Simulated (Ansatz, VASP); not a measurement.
BeTe in VASP and in Ansatz

```
Te Be
1.0
     0.00000    2.77000    2.77000
     2.77000    0.00000    2.77000
     2.77000    2.77000    0.00000
Te Be
1 1
Direct
  0.75000 0.75000 0.75000
  0.00000 0.00000 0.00000
```

Alike in both runs: task band structure; functional PBE; k mesh 8 × 8 × 8; occupations fermi-dirac, width 0.05 eV; no spin polarisation.

```csv
,VASP,Ansatz
version,VASP 6.6.1,Ansatz 0.2.0
potentials or method,"VASP PAW PBE potentials, release 64 (Te, Be_sv)",Ansatz PAW
plane-wave cutoff (eV),520,420
valence electrons in the cell,10,18
```

|  | VASP | Ansatz | Ansatz less VASP |
| --- | --- | --- | --- |
| gap on the k mesh at the Fermi level (eV) | 1.85 | 1.86 | +0.017 |
| least direct gap on the mesh (eV) | 3.56 | 3.59 | +0.022 |
| gap along the band path (eV) | 1.85 | 1.86 | +0.017 |
| pressure (GPa) | 4.4 | 4.3 | -0.15 |

The functional is the same, so the differences come from potentials, cutoffs and numerics. The two sets of potentials don't hold the same shells in valence.

Caveats: spin-orbit coupling is left out, which moves the levels of the heavy elements. A hybrid or GW would open this gap; PBE tends to underestimate it.
